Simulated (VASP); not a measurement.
# Pd (Im-3m) in VASP: notebook

The runs below take Pd through single point, with PBE.

All numbers are computed with VASP 6.6.1; they aren't measurements. Logs are shortened: lines on timing, memory, paths and dates and some standing lists are left out, and cuts for length are marked.

## (1) The crystal as given

The structure is cubic, space group Im-3m (No. 229). Conventional cell: a = 3.145 Å, b = 3.145 Å, c = 3.145 Å, α = 90.00°, β = 90.00°, γ = 90.00°. Pd (site symmetry m-3m) is surrounded by 8 Pd at 2.72 Å.

This isn't the form of Pd at room conditions, which is fcc.

## (2) Single point, PBE

INCAR

```
SYSTEM = Pd
PREC = Accurate ; ENCUT = 340
EDIFF = 1E-6 ; ISMEAR = 0
SIGMA = 0.1 ; LREAL = .FALSE.
LASPH = .TRUE. ; NELM = 100
ALGO = Normal ; ISIF = 2
LWAVE = .FALSE. ; LCHARG = .FALSE.
GGA = PE ; ADDGRID = .FALSE.
```

KPOINTS

```
Automatic mesh
0
G
  13 13 13
  0 0 0
```

POSCAR

```
Pd
1.0
   -1.5345420000      1.5703810000      1.5719130000
    1.5565800000     -1.5514420000      1.5750130000
    1.5718420000      1.5887420000     -1.5529740000
Pd
1
Direct
    0.0275280000      0.0634310000      0.0341390000
```

Potentials or basis: VASP PAW PBE potentials, release 64 (Pd).

The run is started by

```bash
cat potpaw_PBE.64/Pd/POTCAR > POTCAR
mpirun -np 1 vasp_std > vasp.out
```

OUTCAR:

```text
SYSTEM = Pd
   PREC = Accurate
   ENCUT = 340
   EDIFF = 1E-6
   ISMEAR = 0
   LREAL = .FALSE.
   LASPH = .TRUE.
   NELM = 100
   ISIF = 2
   GGA = PE

 Found   1099 irreducible k-points:

 Following reciprocal coordinates:
            Coordinates               Weight
  0.000000  0.000000  0.000000      1.000000
  0.076923  0.000000 -0.000000      2.000000
  0.153846 -0.000000 -0.000000      2.000000
  0.230769  0.000000 -0.000000      2.000000
  0.307692 -0.000000 -0.000000      2.000000
  0.384615 -0.000000 -0.000000      2.000000
   k-points           NKPTS =   1099   k-points in BZ     NKDIM =   1099   number of bands    NBANDS=      9
   number of dos      NEDOS =    301   number of ions     NIONS =      1
   total plane-waves  NPLWV =   4096
   dimension x,y,z NGX =    16 NGY =   16 NGZ =   16
   dimension x,y,z NGXF=    32 NGYF=   32 NGZF=   32
   ions per type =               1
   NGX,Y,Z   is equivalent  to a cutoff of   9.85,  9.84,  9.77 a.u.
   NGXF,Y,Z  is equivalent  to a cutoff of  19.70, 19.68, 19.55 a.u.
 SYSTEM =  Pd
   PREC   = accura    normal or accurate (medium, high low for compatibility)
   ISTART =      0    job   : 0-new  1-cont  2-samecut
   ICHARG =      2    charge: 1-file 2-atom 10-const
   ISPIN  =      1    spin polarized calculation?
   LNONCOLLINEAR =      F non collinear calculations
   LSORBIT =      F    spin-orbit coupling
   LASPH  =      T    aspherical Exc in radial PAW
   ENCUT  =  340.0 eV  24.99 Ry    5.00 a.u.   4.06  4.07  4.09*2*pi/ulx,y,z
   NELM   =    100;   NELMIN=  2; NELMDL= -5     # of ELM steps
   EDIFF  = 0.1E-05   stopping-criterion for ELM
   LREAL  =      F    real-space projection
   EDIFFG = 0.1E-04   stopping-criterion for IOM
   NSW    =      0    number of steps for IOM
   IBRION =     -1    ionic relax: 0-MD 1-quasi-New 2-CG
   NFREE  =      0    steps in history (QN), initial steepest desc. (CG)
   ISIF   =      2    stress and relaxation
   ISYM   =      2    0-nonsym 1-usesym 2-fastsym
   POTIM  = 0.5000    time-step for ionic-motion
   TEBEG  =    0.0;   TEEND  =   0.0 temperature during run
   PSTRESS=    0.0 pullay stress
   NELECT =      10.0000    total number of electrons
   NUPDOWN=      -1.0000    fix difference up-down
   EMIN   =  10.00;   EMAX   =-10.00  energy-range for DOS
   EFERMI =   0.00;   METHOD = LEGACY
   ISMEAR =     0;   SIGMA  =   0.10  broadening in eV -4-tet -1-fermi 0-gaus
   EFERMI_NEDOS =   21; number of points for ismear=-14 and -15
   IALGO  =     38    algorithm
   IMIX   =      4    mixing-type and parameters
     AMIX     =   0.40;   BMIX     =  1.00
     AMIX_MAG =   1.60;   BMIX_MAG =  1.00
  volume/ion in A,a.u.               =      15.55       104.92
  Fermi-wavevector in a.u.,A,eV,Ry     =   1.413160  2.670485 27.171118  1.997021
  Thomas-Fermi vector in A             =   2.534834
   LORBIT       =      0    0 simple, 1 ext, 2 COOP (PROOUT), +10 PAW based schemes
   GGA     = PE    functional components
   LHFCALC =     F    Hartree Fock is set to
   AEXX    =    0.0000 exact exchange contribution
   IVDW    =     0    specifies the selected vdW correction
   LEPSILON=     F    determine dielectric tensor
   LRPA    =     F    only Hartree local field effects (RPA)
 non-spin polarized calculation
 Gauss-broadening in eV      SIGMA  =   0.10
  energy-cutoff  :      340.00
  volume of cell :       15.55
 maximum number of plane-waves:       236
   NGX =  9   NGY =  9   NGZ =  9

 number of electron      10.0000003 magnetization

 Free energy of the ion-electron system (eV)
  ---------------------------------------------------
  ext. energy  EPLUGINS =         0.00000000
  ---------------------------------------------------
  free energy    TOTEN  =        -5.17505968 eV

  energy without entropy =       -5.16802874  energy(sigma->0) =       -5.17154421

 E-fermi :   8.9262     XC(G=0): -12.8528

 val. band max:        8.9259269812   @ k =   0.4615   0.3846   0.3846
 cond. band min:       8.9315902554   @ k =  -0.0000   0.0000   0.3846
 fundamental gap:      0.0056632743
 Fermi energy:         8.9261543313

 k-point     1 :       0.0000    0.0000    0.0000
  band No.  band energies     occupation
      1       2.1885      2.00000
      2       6.0482      2.00000
      3       6.1424      2.00000
      4       6.3928      2.00000
      5       8.0180      2.00000
      6       8.0804      2.00000
      7      27.9486      0.00000
      8      28.0937      0.00000
      9      28.5305      0.00000

 k-point     2 :       0.0769    0.0000   -0.0000
  band No.  band energies     occupation
      1       2.4006      2.00000
      2       6.0535      2.00000
      3       6.1145      2.00000
      4       6.4950      2.00000
      5       7.9459      2.00000
      6       8.0834      2.00000
      7      27.8107      0.00000
      8      28.1089      0.00000
      9      28.6982      0.00000

 k-point     3 :       0.1538   -0.0000   -0.0000
  band No.  band energies     occupation
      1       2.9892      2.00000
      2       5.8937      2.00000
      3       6.1479      2.00000
      4       6.8685      2.00000
      5       7.8052      2.00000
      6       8.0990      2.00000
      7      26.7412      0.00000
      8      27.8823      0.00000
      9      29.2842      0.00000

 k-point     4 :       0.2308    0.0000   -0.0000
  band No.  band energies     occupation
      1       3.7352      2.00000
      2       5.6555      2.00000
      3       6.3131      2.00000
      4       7.4876      2.00000
      5       7.7433      2.00000
      6       8.1327      2.00000
      7      24.4043      0.00000
      8      26.9036      0.00000
      9      30.2345      0.00000

 k-point     5 :       0.3077   -0.0000   -0.0000
  band No.  band energies     occupation
      1       4.1417      2.00000
      2       5.4108      2.00000
      3       7.0872      2.00000
      4       7.8084      2.00000
      5       8.1806      2.00000
      6       8.2394      2.00000
      7      21.5033      0.00000
      8      25.6747      0.00000
      9      29.3866      0.00000

 k-point     6 :       0.3846   -0.0000   -0.0000
  band No.  band energies     occupation
      1       4.1235      2.00000
      2       5.2154      2.00000
      3       7.8549      2.00000
      4       8.2354      2.00000
      5       8.6184      1.99999
      6       8.9415      0.82856
      7      18.6888      0.00000
      8      24.6898      0.00000
      9      27.6274      0.00000

 [... further k-points ...]

------------------------ aborting loop because EDIFF is reached ----------------------------------------

  FORCE on cell =-STRESS in cart. coord.  units (eV):
  Direction    XX          YY          ZZ          XY          YZ          ZX
  --------------------------------------------------------------------------------------
  -------------------------------------------------------------------------------------
  Total       -0.2154033     -0.2099165     -0.2090049     -0.1946179     -0.0840480     -0.1029249
  in kB      -22.1979270    -21.6324888    -21.5385535    -20.0559306     -8.6613837    -10.6067016
  external PRESSURE =     -21.7896564 kB  Pullay stress =       0.0000000 kB

 VOLUME and BASIS-vectors are now :
 -----------------------------------------------------------------------------
  energy-cutoff  :      340.00
  volume of cell :       15.55
      direct lattice vectors                 reciprocal lattice vectors
    -1.534542000  1.570381000  1.571913000    -0.005977961  0.314720194  0.315918219
     1.556580000 -1.551442000  1.575013000     0.317494029 -0.005640589  0.315580949
     1.571842000  1.588742000 -1.552974000     0.315948875  0.312837667 -0.004095334

 POSITION                                       TOTAL-FORCE (eV/Angst)
 -----------------------------------------------------------------------------------
      0.11015     -0.00094      0.09016        -0.000000      0.000000     -0.000000
 -----------------------------------------------------------------------------------
    total drift:                                0.000023      0.000004     -0.000023

  FREE ENERGIE OF THE ION-ELECTRON SYSTEM (eV)
  ---------------------------------------------------
  free  energy   TOTEN  =        -5.1750596797 eV

  energy  without entropy=       -5.1680287410  energy(sigma->0) =       -5.17154421
```

Run time: 35 s. Hardware: 1 thread of Intel Xeon Platinum 8375C at 2.90GHz (Ice Lake), shared host; peak memory 0.19 GiB.

These settings aren't checked as converged: the numbers below hold their error.

Results:

| Item | Value |
| --- | --- |
| Free energy | -5.1751 eV |
| Pressure | -2.2 GPa |
| Band gap on the k mesh | none (metal or under the smearing width) |

## (3) Single point, PBE

Changes to INCAR since step 2:

```diff
@@ -1,3 +1,3 @@
 SYSTEM = Pd
-PREC = Accurate ; ENCUT = 340
+PREC = Accurate ; ENCUT = 520
 EDIFF = 1E-6 ; ISMEAR = 0
```

KPOINTS

```
Automatic mesh
0
G
  11 11 11
  0 0 0
```

POSCAR

```
Pd
1.0
   -1.5722810000      1.5722810000      1.5722810000
    1.5722810000     -1.5722810000      1.5722810000
    1.5722810000      1.5722810000     -1.5722810000
Pd
1
Direct
    0.0000000000      0.0000000000      0.0000000000
```

Potentials or basis: VASP PAW PBE potentials, release 64 (Pd).

The run is started by

```bash
cat potpaw_PBE.64/Pd/POTCAR > POTCAR
mpirun -np 1 vasp_std > vasp.out
```

OUTCAR:

```text
SYSTEM = Pd
   PREC = Accurate
   ENCUT = 520
   EDIFF = 1E-6
   ISMEAR = 0
   LREAL = .FALSE.
   LASPH = .TRUE.
   NELM = 100
   ISIF = 2
   GGA = PE

 Found     56 irreducible k-points:

 Following reciprocal coordinates:
            Coordinates               Weight
  0.000000  0.000000  0.000000      1.000000
  0.090909  0.000000  0.000000     12.000000
  0.181818  0.000000  0.000000     12.000000
  0.272727  0.000000  0.000000     12.000000
  0.363636  0.000000  0.000000     12.000000
  0.454545  0.000000  0.000000     12.000000
   k-points           NKPTS =     56   k-points in BZ     NKDIM =     56   number of bands    NBANDS=      9
   number of dos      NEDOS =    301   number of ions     NIONS =      1
   total plane-waves  NPLWV =   8000
   dimension x,y,z NGX =    20 NGY =   20 NGZ =   20
   dimension x,y,z NGXF=    40 NGYF=   40 NGZF=   40
   ions per type =               1
   NGX,Y,Z   is equivalent  to a cutoff of  12.21, 12.21, 12.21 a.u.
   NGXF,Y,Z  is equivalent  to a cutoff of  24.42, 24.42, 24.42 a.u.
 SYSTEM =  Pd
   PREC   = accura    normal or accurate (medium, high low for compatibility)
   ISTART =      0    job   : 0-new  1-cont  2-samecut
   ICHARG =      2    charge: 1-file 2-atom 10-const
   ISPIN  =      1    spin polarized calculation?
   LNONCOLLINEAR =      F non collinear calculations
   LSORBIT =      F    spin-orbit coupling
   LASPH  =      T    aspherical Exc in radial PAW
   ENCUT  =  520.0 eV  38.22 Ry    6.18 a.u.   5.06  5.06  5.06*2*pi/ulx,y,z
   NELM   =    100;   NELMIN=  2; NELMDL= -5     # of ELM steps
   EDIFF  = 0.1E-05   stopping-criterion for ELM
   LREAL  =      F    real-space projection
   EDIFFG = 0.1E-04   stopping-criterion for IOM
   NSW    =      0    number of steps for IOM
   IBRION =     -1    ionic relax: 0-MD 1-quasi-New 2-CG
   NFREE  =      0    steps in history (QN), initial steepest desc. (CG)
   ISIF   =      2    stress and relaxation
   ISYM   =      2    0-nonsym 1-usesym 2-fastsym
   POTIM  = 0.5000    time-step for ionic-motion
   TEBEG  =    0.0;   TEEND  =   0.0 temperature during run
   PSTRESS=    0.0 pullay stress
   NELECT =      10.0000    total number of electrons
   NUPDOWN=      -1.0000    fix difference up-down
   EMIN   =  10.00;   EMAX   =-10.00  energy-range for DOS
   EFERMI =   0.00;   METHOD = LEGACY
   ISMEAR =     0;   SIGMA  =   0.10  broadening in eV -4-tet -1-fermi 0-gaus
   EFERMI_NEDOS =   21; number of points for ismear=-14 and -15
   IALGO  =     38    algorithm
   IMIX   =      4    mixing-type and parameters
     AMIX     =   0.40;   BMIX     =  1.00
     AMIX_MAG =   1.60;   BMIX_MAG =  1.00
  volume/ion in A,a.u.               =      15.55       104.92
  Fermi-wavevector in a.u.,A,eV,Ry     =   1.413160  2.670485 27.171123  1.997021
  Thomas-Fermi vector in A             =   2.534834
   LORBIT       =      0    0 simple, 1 ext, 2 COOP (PROOUT), +10 PAW based schemes
   GGA     = PE    functional components
   LHFCALC =     F    Hartree Fock is set to
   AEXX    =    0.0000 exact exchange contribution
   IVDW    =     0    specifies the selected vdW correction
   LEPSILON=     F    determine dielectric tensor
   LRPA    =     F    only Hartree local field effects (RPA)
 non-spin polarized calculation
 Gauss-broadening in eV      SIGMA  =   0.10
  energy-cutoff  :      520.00
  volume of cell :       15.55
 maximum number of plane-waves:       429
   NGX = 11   NGY = 11   NGZ = 11

 number of electron      10.0000005 magnetization

 Free energy of the ion-electron system (eV)
  ---------------------------------------------------
  ext. energy  EPLUGINS =         0.00000000
  ---------------------------------------------------
  free energy    TOTEN  =        -5.16744344 eV

  energy without entropy =       -5.15866843  energy(sigma->0) =       -5.16305594

 E-fermi :   8.9199     XC(G=0): -12.8523

 val. band max:        8.8730487080   @ k =  -0.3636   0.4545   0.2727
 cond. band min:       8.9219383516   @ k =   0.4545   0.0909  -0.0000
 fundamental gap:      0.0488896436
 Fermi energy:         8.9199465212

 k-point     1 :       0.0000    0.0000    0.0000
  band No.  band energies     occupation
      1       2.1893      2.00000
      2       6.1998      2.00000
      3       6.1998      2.00000
      4       6.1998      2.00000
      5       8.0414      2.00000
      6       8.0414      2.00000
      7      28.1915      0.00000
      8      28.1915      0.00000
      9      28.1915      0.00000
[... 49 lines left out ...]
 k-point     6 :       0.4545    0.0000    0.0000
  band No.  band energies     occupation
      1       4.0410      2.00000
      2       5.1115      2.00000
      3       7.9543      2.00000
      4       8.2480      2.00000
      5       9.3914      0.00000
      6      10.0579      0.00000
      7      16.9327      0.00000
      8      24.0417      0.00000
      9      26.4697      0.00000

 [... further k-points ...]

------------------------ aborting loop because EDIFF is reached ----------------------------------------

  FORCE on cell =-STRESS in cart. coord.  units (eV):
  Direction    XX          YY          ZZ          XY          YZ          ZX
  --------------------------------------------------------------------------------------
  -------------------------------------------------------------------------------------
  Total       -0.1110706     -0.1110706     -0.1110706      0.0000000     -0.0000000     -0.0000000
  in kB      -11.4461450    -11.4461450    -11.4461450      0.0000000     -0.0000000     -0.0000000
  external PRESSURE =     -11.4461450 kB  Pullay stress =       0.0000000 kB

 VOLUME and BASIS-vectors are now :
 -----------------------------------------------------------------------------
  energy-cutoff  :      520.00
  volume of cell :       15.55
      direct lattice vectors                 reciprocal lattice vectors
    -1.572281000  1.572281000  1.572281000     0.000000000  0.318009313  0.318009313
     1.572281000 -1.572281000  1.572281000     0.318009313  0.000000000  0.318009313
     1.572281000  1.572281000 -1.572281000     0.318009313  0.318009313  0.000000000

 POSITION                                       TOTAL-FORCE (eV/Angst)
 -----------------------------------------------------------------------------------
      0.00000      0.00000      0.00000         0.000000      0.000000     -0.000000
 -----------------------------------------------------------------------------------
    total drift:                                0.000000     -0.000000      0.000000

  FREE ENERGIE OF THE ION-ELECTRON SYSTEM (eV)
  ---------------------------------------------------
  free  energy   TOTEN  =        -5.1674434414 eV

  energy  without entropy=       -5.1586684330  energy(sigma->0) =       -5.16305594
```

OSZICAR:

```text
N       E                     dE             d eps       ncg     rms          rms(c)
DAV:   1     0.394623133067E+02    0.39462E+02   -0.52118E+03  1024   0.103E+03
DAV:   2    -0.504618061280E+01   -0.44508E+02   -0.43311E+02  1067   0.192E+02
DAV:   3    -0.541084444587E+01   -0.36466E+00   -0.36033E+00  1113   0.207E+01
DAV:   4    -0.541307246515E+01   -0.22280E-02   -0.22279E-02  1110   0.158E+00
DAV:   5    -0.541310365896E+01   -0.31194E-04   -0.31193E-04  1155   0.171E-01    0.658E+00
DAV:   6    -0.517823730068E+01    0.23487E+00   -0.11285E+00  1027   0.983E+00    0.325E+00
DAV:   7    -0.517037964647E+01    0.78577E-02   -0.58511E-03  1113   0.717E-01    0.175E+00
DAV:   8    -0.516743865231E+01    0.29410E-02   -0.94153E-04  1071   0.265E-01    0.468E-02
DAV:   9    -0.516743994109E+01   -0.12888E-05   -0.69643E-06  1166   0.269E-02    0.978E-03
DAV:  10    -0.516744366048E+01   -0.37194E-05   -0.15396E-06  1087   0.145E-02    0.253E-03
DAV:  11    -0.516744344143E+01    0.21905E-06   -0.11452E-08   535   0.101E-03
   1 F= -.51674434E+01 E0= -.51630559E+01  d E =-.877501E-02
```

Run time: 12 s. Hardware: 1 thread of Intel Xeon Platinum 8375C at 2.90GHz (Ice Lake), shared host; peak memory 0.12 GiB.

The run converged, but some of its settings lie outside the range that counts as converged, so its numbers aren't taken as properties of the crystal.

What came out:

```yaml
Free_energy: -5.1674 eV
Pressure: -1.1 GPa
Band_gap_on_the_k_mesh: none (metal or under the smearing width)
```

## (4) Single point, PBE

INCAR is that of step 3.

KPOINTS is that of step 3.

POSCAR

```
Pd
1.0
   -1.5345420000      1.5703810000      1.5719130000
    1.5565800000     -1.5514420000      1.5750130000
    1.5718420000      1.5887420000     -1.5529740000
Pd
1
Direct
    0.0275280000      0.0634310000      0.0341390000
```

The run is started by

```bash
cat potpaw_PBE.64/Pd/POTCAR > POTCAR
mpirun -np 1 vasp_std > vasp.out
```

Wall time 68 s (1 thread of Intel Xeon Platinum 8375C at 2.90GHz (Ice Lake), shared host); peak memory 0.21 GiB.

These settings aren't checked as converged: the numbers below hold their error.

What came out:

| Property | Result |
| --- | --- |
| Free energy | -5.1641 eV |
| Pressure | -1.1 GPa |
| Band gap on the k mesh | none (metal or under the smearing width) |

## (5) Single point, PBE

Changes to INCAR since step 4:

```diff
@@ -1,3 +1,3 @@
 SYSTEM = Pd
-PREC = Accurate ; ENCUT = 520
+PREC = Accurate ; ENCUT = 280
 EDIFF = 1E-6 ; ISMEAR = 0
```

KPOINTS

```
Automatic mesh
0
G
  15 15 15
  0 0 0
```

POSCAR

```
Pd
1.0
   -1.5722810000      1.5722810000      1.5722810000
    1.5722810000     -1.5722810000      1.5722810000
    1.5722810000      1.5722810000     -1.5722810000
Pd
1
Direct
    0.0000000000      0.0000000000      0.0000000000
```

The run is started by

```bash
cat potpaw_PBE.64/Pd/POTCAR > POTCAR
mpirun -np 1 vasp_std > vasp.out
```

Run time: 5.9 s. Hardware: 1 thread of Intel Xeon Platinum 8375C at 2.90GHz (Ice Lake), shared host; peak memory 0.11 GiB.

These settings aren't checked as converged: the numbers below hold their error.

What came out:

- Free energy: -5.1849 eV
- Band gap on the k mesh: none (metal or under the smearing width)

Caveat: the cutoff is under 1.25 times the usual one of these potentials, so pressure, stress and relaxed cells hold a basis-set (Pulay) error.

## (6) Single point, PBE

INCAR is that of step 5.

KPOINTS is that of step 5.

POSCAR

```
Pd
1.0
   -1.5345420000      1.5703810000      1.5719130000
    1.5565800000     -1.5514420000      1.5750130000
    1.5718420000      1.5887420000     -1.5529740000
Pd
1
Direct
    0.0275280000      0.0634310000      0.0341390000
```

Potentials or basis: VASP PAW PBE potentials, release 64 (Pd).

The run is started by

```bash
cat potpaw_PBE.64/Pd/POTCAR > POTCAR
mpirun -np 1 vasp_std > vasp.out
```

Run time: 51 s. Hardware: 1 thread of Intel Xeon Platinum 8375C at 2.90GHz (Ice Lake), shared host; peak memory 0.21 GiB.

These settings aren't checked as converged: the numbers below hold their error.

Results:

```yaml
Free_energy: -5.1812 eV
Band_gap_on_the_k_mesh: none (metal or under the smearing width)
```

Caveat: the cutoff is under 1.25 times the usual one of these potentials, so pressure, stress and relaxed cells hold a basis-set (Pulay) error.

## (7) For comparison

An earlier run on the cell as given: functional PBEsol; potentials or basis VASP PAW PBE potentials, release 64 (Pd); cutoff 520 eV; k mesh 12 × 12 × 12; occupations fermi-dirac, width 0.05 eV; no spin polarisation.

* Pressure: -10.3 GPa
* Band gap on the k mesh: none (metal or under the smearing width)
